Black phosphorus is the most stable form in this PBE calculation. Its closest dense competitor, the arsenic type, lies 44 meV/atom higher. That lead is comparable to the error PBE makes by leaving out dispersion, the weak attraction that holds layers together, so the calculation alone doesn't secure it. Moderate pressure reverses the order.

Structures of phosphorus from Ansatz 0.2.0: plane-wave PAW DFT with the PBE functional, scalar-relativistic, cutoff 420 eV. Cell and atoms are relaxed at 0 K and 0 GPa. Energies are relative to the lowest computed structure. The data makers give a numerical uncertainty of about 4 meV/atom for metals, a figure from their tests on other systems, not from these runs.

| found from | space group number | atoms in cell | volume per atom (Å³) | over lowest (meV/atom) |
| --- | --- | --- | --- | --- |
| P type | 64 | 4 | 21.26 | 0.0 |
| database cell | 53 | 4 | 133.44 | 11.0 |
| changed type | 166 | 8 | 32.19 | 12.0 |
| changed type | 166 | 4 | 35.55 | 13.0 |
| database cell | 6 | 10 | 68.08 | 32.0 |
| changed type | 166 | 2 | 16.1 | 44.0 |
| database cell | 221 | 1 | 14.6 | 90.0 |
| database cell | 2 | 24 | 34.4 | 110.0 |
| database cell | 12 | 8 | 34.48 | 110.0 |
| random start | 1 | 6 | 21.26 | 127.0 |
| random start | 5 | 5 | 20.35 | 186.0 |
| random start | 42 | 3 | 19.6 | 253.0 |
| changed type | 191 | 2 | 17.16 | 270.0 |
| changed type | 194 | 4 | 15.13 | 298.0 |
| changed type | 166 | 3 | 15.1 | 302.0 |
| rattled cell | 1 | 5 | 22.44 | 303.0 |
| changed type | 194 | 2 | 15.15 | 387.0 |
| Sn type | 141 | 2 | 15.04 | 391.0 |
| Sn type | 191 | 1 | 14.73 | 436.0 |
| changed type | 166 | 12 | 27.66 | 467.0 |
| changed type | 194 | 4 | 16.98 | 497.0 |
| random start | 139 | 1 | 20.26 | 507.0 |
| K sites | 65 | 5 | 23.82 | 528.0 |
| Si type | 227 | 2 | 20.6 | 541.0 |

The column "over lowest" is the energy per atom above black phosphorus, which is the row in space group 64. The arsenic type is the two-atom cell in group 166. The full outputs that were checked, including those of these two forms, had spin switched off. For forms whose electrons are all paired in bonds and lone pairs, little should depend on this.

## Three bonds and a lone pair

Phosphorus has five valence electrons. Three of them can form bonds and the other two stay on the atom as a lone pair. Black phosphorus does this in puckered layers, the arsenic type in buckled layers, and white phosphorus in P₄ molecules.

The diamond type (group 227) forces four bonds on every atom. Four electrons per atom fill the bonding states, and the fifth has to enter antibonding ones. The price is 541 meV/atom, the highest in the table. Loose packing is not to blame, because the diamond type is slightly denser than black phosphorus, with 3% less volume per atom.

Counting neighbours is not enough, however. Simple cubic (group 221) gives each atom six neighbours, yet it costs only 90 meV/atom. Its right angles suit the three p orbitals, and each half-filled p orbital shares its bonding between the two neighbours along one axis.

Such a half-filled chain gains energy when its contacts become alternately short and long, which is a Peierls distortion. Three short and three long contacts per atom make the arsenic type, 46 meV/atom below simple cubic. The simple cubic cell can't distort this way by itself: it holds a single atom, so the two contacts along an axis always have the same length. More generally, the relaxations keep the symmetry of the starting cell, so any row may be a saddle point that would fall in energy if it were free to distort. The table shows the gain; the orbital picture explains it but isn't tested here.

The two cells at 110 meV/atom, in groups 2 and 12, match known crystals of P₄ molecules in symmetry and number of atoms. Each atom there also has three bonds, but the angles of 60° strain them. Phosphorus does best with three bonds at comfortable angles.

This rule doesn't order the whole table. Three dense cells at 270 to 302 meV/atom, in groups 191, 194 and 166, cost far less than the diamond type, and counting bonds alone doesn't explain why. Their bonding wasn't examined, nor was that of the sparse cell in group 6 at 32 meV/atom.

## What PBE leaves out

Once the bonds are right, the order depends on how the layers attract each other. The row in group 53 is a single layer of black phosphorus in a cell that is mostly vacuum. It lies only 11 meV/atom above the crystal, so PBE hardly binds the layers. Many-body calculations give roughly 80 meV/atom, a rough recalled figure.

The energy needed to peel off a single layer would be underestimated about sevenfold if it were taken from this table.

The same fault distorts the place of the arsenic type. Two cells in group 166, at 12 and 13 meV/atom, hold similar buckled layers, on average 6.9 and 7.6 Å apart, while the arsenic type stacks them about 3 Å apart. PBE thus puts the close stacking some 31 meV/atom above the separated layers. Set apart, the buckled layers cost about as much as the single puckered layer at 11 meV/atom, so the arsenic type loses mainly through its stacking. Dispersion rewards close stacking, so it should work against this result.

## A worked estimate

Let $m$ be the binding that PBE misses in black phosphorus, about $80-11=69$ meV/atom. Dispersion between two atoms falls off as $1/r^6$, where $r$ is their distance. Summed for one atom over a uniform solid beyond a fixed closest distance, it grows in proportion to the density. If all distances shrink together, it grows as the density squared.

With $E$ the tabulated energy over black phosphorus, $V$ the volume per atom, $V_0$ that of black phosphorus and $n$ equal to 1 or 2, the corrected energy is

$$E' = E + m\left[1-\left(\frac{V_0}{V}\right)^n\right].$$

The arsenic type is denser than black phosphorus by a factor $V_0/V = 1.32$. This gives

$$n=1:\quad E' = 44 + 69\,(1-1.32) \approx 22\ \text{meV/atom},$$

$$n=2:\quad E' = 44 + 69\,(1-1.32^2) \approx -7\ \text{meV/atom}.$$

One version halves the lead of black phosphorus and the other just overturns it. Neither $m$ nor $n$ was adjusted to the energies of the competing crystals. The formula is good to an order of magnitude only, partly because the arsenic type is metallic here and pair attractions describe metals poorly. It also leaves out a second known fault: PBE tends to make metallic forms too cheap beside semiconducting ones, as with silicon under pressure. Correcting that would probably raise the arsenic type again.

## Which places are safe

White phosphorus stays above black phosphorus in both versions, as it does in experiment. The gap widens from 110 to roughly 140 or 150 meV/atom, because the formula gives less dense crystals a smaller gain. The size of this change is uncertain: without dispersion, PBE packs the P₄ molecules too loosely, so their gain is probably underestimated. Simple cubic moves closer to black phosphorus but remains above it in both versions.

The arsenic type should drop below the buckled layers at their present wide spacing, because these gain much less. With dispersion included, the layers would also move closer together. The order of the rows at 11, 12 and 13 meV/atom has no meaning. These are nearly free layers, and zero-point motion alone could rearrange them.

The printed output after the text gives both versions of the estimate for the main competitors. Its layer spacings, and its pressure with volumes from the cell edges, hold for the starting cells, before relaxation. The spacings quoted in the text are those of the relaxed cells.

## Pressure reverses the order

Under a pressure $p$, the stable form is the one with the lowest $E+pV$, so dense forms gain. If the volumes are held fixed, black phosphorus and the arsenic type tie at

$$p=\frac{44\ \text{meV}}{(21.26-16.10)\ \text{Å}^3}\approx 8.5\ \text{meV/Å}^3\approx 1.4\ \text{GPa}.$$

The edges and angles of the relaxed cells reproduce the tabulated volumes and give the same pressure. The 1.7 GPa in the printed output comes from the cells before relaxation, so it doesn't apply to the structures in the table. The next change, from the arsenic type to simple cubic, comes at about 5 GPa. No other row takes over in this model. Every form costlier than simple cubic is also less dense than it, and the cheaper ones left over are both costlier and less dense than black phosphorus.

The sequence agrees with experiment, but the pressures are too low. The measured changes occur at roughly 5 and 10 GPa (recalled values). For the first change, one reason is that black phosphorus is soft: as it is squeezed, it gives up volume and with it the disadvantage that drives the change. Another is that PBE leaves its layers too far apart from the start, which exaggerates the volume difference. PBE's leaning towards metallic forms may add to the error. How much each contributes is untested. Correcting the energies alone for dispersion would not help, because it lowers the arsenic type and with it the first pressure.

Experiment also bears on the question that the dispersion estimate left open. Black phosphorus needs pressure to turn into the arsenic type, which supports its place at the bottom under ordinary conditions.

## The neighbours in the periodic table

Silicon, one group to the left, has four valence electrons. They exactly fill the bonding states of the diamond net, so the structure that is worst here is the stable one there.

Arsenic, one row down, has five valence electrons like phosphorus and again prefers three short bonds. Its larger atoms interact more strongly across the gap between layers, so the short and long contacts differ less. The arsenic type is then stable without pressure. For a similar element, first count the electrons to find the number of bonds, then ask how strongly the layers attract each other.

Numerical output:

```
interlayer binding missing in black phosphorus, rough (meV/atom): 69
density of arsenic type over black phosphorus (ratio): 1.32
power of density at which arsenic type and black phosphorus tie: 1.774
arsenic type over black, missing part as density (meV/atom): 21.89
arsenic type over black, missing part as density squared (meV/atom): -7.316
simple cubic over black, as density (meV/atom): 58.52
simple cubic over black, as density squared (meV/atom): 12.69
P4 crystal (group 2) over black, as density (meV/atom): 136.4
P4 crystal (group 2) over black, as density squared (meV/atom): 152.6
lowest spaced buckled layers over black, as density (meV/atom): 35.43
lowest spaced buckled layers over black, as density squared (meV/atom): 50.9
arsenic type above the higher spaced buckled layers, PBE (meV/atom): 31
pressure black to arsenic type, fixed volumes (GPa): 1.366
same pressure with volumes from the printed cell edges (GPa): 1.719
pressure arsenic type to simple cubic, fixed volumes (GPa): 4.913
diamond type above simple cubic (meV/atom): 451
volume of diamond type relative to black phosphorus (percent): -3.104
mean layer spacing, 8-atom buckled cell (angstrom): 6.801
mean layer spacing, 4-atom buckled cell (angstrom): 7.623
layer spacing, arsenic type (angstrom): 3.131
```
